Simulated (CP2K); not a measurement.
MgO in CP2K: the effect of functional

The system is MgO.

```xyz
2
Lattice="2.9656 0.0000 0.0000 1.4828 2.5683 0.0000 1.4828 0.8561 2.4214" Properties=species:S:1:pos:R:3 pbc="T T T"
Mg    0.0000    0.0000    0.0000
O     2.9656    1.7122    1.2107
```

The cell is a database's computed one.

Alike in all runs:

* Program: CP2K 2026.2
* Task: band structure
* Potentials or basis: POTENTIAL_UZH Mg GTH-PBE-q10, O GTH-PBE-q6; TZVP-MOLOPT-PBE-GTH basis
* Density cutoff: 19048 eV
* k mesh: 11 × 11 × 11
* Occupations: fermi-dirac, width 0.05 eV
* Spin: no spin polarisation

| functional | gap on the mesh (eV) | pressure (GPa) |
| --- | --- | --- |
| LDA | 4.56 | 1.8 |
| PBEsol | 4.68 | 7.0 |
| BLYP | 5.04 | 13.4 |
| rev-vdW-DF2 | 4.84 | 8.3 |
| vdW-DF2 | 5.08 | 13.8 |
| TPSS | ? | ? |

What does the run with functional TPSS give?

gap on the mesh 5.00 eV; pressure 9.4 GPa.

Caveats: the potentials were made for another functional, which shifts forces and pressure; the basis of atomic orbitals isn't converged, which shifts pressures, moduli and gaps; the real-space grid breaks the cell's symmetry a little (some runs).

Runs at the PBE level aren't shown here.
